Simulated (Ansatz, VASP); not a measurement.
## KF: VASP beside Ansatz

The input POSCAR:

```
KF
1.0
    0.0000000000      2.9354014290      2.9354014290
    2.9354014290      0.0000000000      2.9354014290
    2.9354014290      2.9354014290      0.0000000000
K F
1 1
Direct
    0.0000000000      0.0000000000      0.0000000000
    0.2500000000      0.2500000000      0.2500000000
```

Contents of INCAR.step1:

```
SYSTEM = KF
PREC = Accurate
ENCUT = 520
EDIFF = 1E-5
ISMEAR = 0
SIGMA = 0.01
LREAL = .FALSE.
LASPH = .TRUE.
NELM = 100
ALGO = Normal
ISIF = 2
LWAVE = .TRUE.
LCHARG = .FALSE.
GGA = PE
NBANDS = 15
```

INCAR.step2

```
SYSTEM = KF
PREC = Accurate
ENCUT = 520
EDIFF = 1E-6
ISMEAR = 0
SIGMA = 0.01
LREAL = .FALSE.
LASPH = .TRUE.
NELM = 100
ALGO = Normal
ISIF = 2
LWAVE = .FALSE.
LCHARG = .FALSE.
GGA = PE
LHFCALC = .TRUE.
HFSCREEN = 0.2079
PRECFOCK = Normal
ISTART = 1
NBANDS = 15
```

Contents of KPOINTS:

```
Automatic mesh
0
G
  4 4 4
  0 0 0
```

Input for Ansatz:

```yaml
crystal:
  lattice:
    - [0.0, 2.935401429, 2.935401429]
    - [2.935401429, 0.0, 2.935401429]
    - [2.935401429, 2.935401429, 0.0]
  atoms:
    - { symbol: K, position: [0.0, 0.0, 0.0] }
    - { symbol: F, position: [0.25, 0.25, 0.25] }
kpoints:
  mp_grid: { grid: [4, 4, 4] }
hamiltonian:
  xc: hse06
scf:
  occupations: { method: fixed }
  n_extra_bands: 4
output:
  forces: true
  stress: true
  eigenvalues: true
  write_density: true
  write_potential: true
  elf: true
  volumetric_format: npy
```

The cell was built by a generator and needn't be a form met in nature.

Alike in both runs: task single point; functional HSE06; k mesh 4 × 4 × 4; no spin polarisation.

|  | VASP | Ansatz |
| --- | --- | --- |
| version | VASP 6.6.1 | Ansatz 0.2.0 |
| potentials or method | VASP PAW PBE potentials, release 64 (K_sv, F) | plane waves, PAW |
| plane-wave cutoff (eV) | 520 | 420 |
| occupations | gaussian, width 0.01 eV | fixed |
| valence electrons in the cell | 16 | 16 |

Ansatz gave:

| Quantity | Value |
| --- | --- |
| gap on the k mesh at the Fermi level (eV) | 7.04 |
| pressure (GPa) | 0.4 |

Which values does VASP return?

gap on the k mesh at the Fermi level (eV): 7.03; pressure (GPa): 0.5.

Ansatz warned: «stress_exchange_threshold_loose».

Caveats: the k mesh is coarse (spacing up to 0.46 Å⁻¹), so the values aren't converged, least of all with exact exchange; the PAW data sets were made with another functional, which shifts forces and pressure a little (VASP). A k mesh can miss the band edges.
